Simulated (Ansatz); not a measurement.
# BN in Ansatz: the effect of functional

BN:

```xyz
2
Lattice="0.0000 3.4240 2.1219 1.2261 0.0000 2.1219 1.2261 3.4240 0.0000" Properties=species:S:1:pos:R:3 pbc="T T T"
N     1.2261    3.4240    2.8291
B     1.2261    3.4240    0.0002
```

Measurements of this composition are mostly on another form, of space group No. 194.

The cell isn't the ideal one: volume scaled by 0.94.

Alike in all runs:

```yaml
Program: Ansatz 0.2.0
Task: single point
Potentials_or_basis: Ansatz PAW
k_mesh: 13 × 13 × 13
Occupations: fermi-dirac, width 0.05 eV
Spin: no spin polarisation
```

| functional | cutoff | gap on the mesh (eV) | pressure (GPa) |
| --- | --- | --- | --- |
| LDA | 420 eV (not typed: the program's choice for these potentials) | 3.74 | 11.3 |
| PBEsol | 420 eV (not typed: the program's choice for these potentials) | 3.83 | 16.6 |
| r2SCAN | 500 eV (not typed: the program's choice for these potentials) | ? | ? |

Question: What does the run with functional r2SCAN give?

Answer: gap on the mesh 4.42 eV; pressure 15.7 GPa.

Caveats: odd divisions of the mesh miss points on the zone boundary, where band edges often lie, so the gap on the mesh can be too wide; the PAW data sets come from PBE, with cores solved anew for the run's functional, which leaves a small shift of forces and pressure.

A k mesh can miss the band edges.

Runs at the PBE level aren't shown here.
